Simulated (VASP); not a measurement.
Write the native input for VASP 6.6.1 that does the following.

* Task: single point
* Functional: PBE
* Potentials or basis: VASP PAW PBE potentials, release 64 (Be, Se)
* Cutoff: 520 eV
* k mesh: 10 × 10 × 10
* Occupations: gaussian, width 1 eV
* Spin: no spin polarisation
* Further INCAR settings: ALGO = Normal; EDIFF = 1e-07

The structure of BeSe lies in POSCAR:

```
BeSe                                    
1.0
    0.0000000000      2.5104641186      2.5104641186
    2.5104641186      0.0000000000      2.5104641186
    2.5104641186      2.5104641186      0.0000000000
  Be              Se            
     1     1
Direct
     0.0000000000000000    0.0000000000000000    0.0000000000000000
     0.2500000000000000    0.2500000000000000    0.2500000000000000
```

The cell isn't the ideal one: a relaxed cell with its volume scaled by 0.91.

One way to write it, as run:

INCAR

```
ALGO = Normal
EDIFF = 1E-7
ENCUT = 520
GGA = PE
ISIF = 2
ISMEAR = 0
LASPH = True
LCHARG = False
LREAL = False
LWAVE = False
NELM = 60
PREC = Accurate
SIGMA = 1.0
```

KPOINTS

```
k-points
0
Gamma
  10 10 10
```

Potentials or basis: VASP PAW PBE potentials, release 64 (Be, Se).

Command:

```bash
$ cat potpaw_PBE.64/Be/POTCAR potpaw_PBE.64/Se/POTCAR > POTCAR
$ mpirun -np 1 vasp_std > vasp.out
```

Results of the run:

```
Pressure               : 8.5 GPa
Band gap on the k mesh : 2.45 eV, indirect (least direct gap 4.92 eV)
```

Run time: 9.1 s on 1 thread of Intel(R) Xeon(R) 6975P-C (Granite Rapids), on a shared host, peak memory 0.15 GiB.
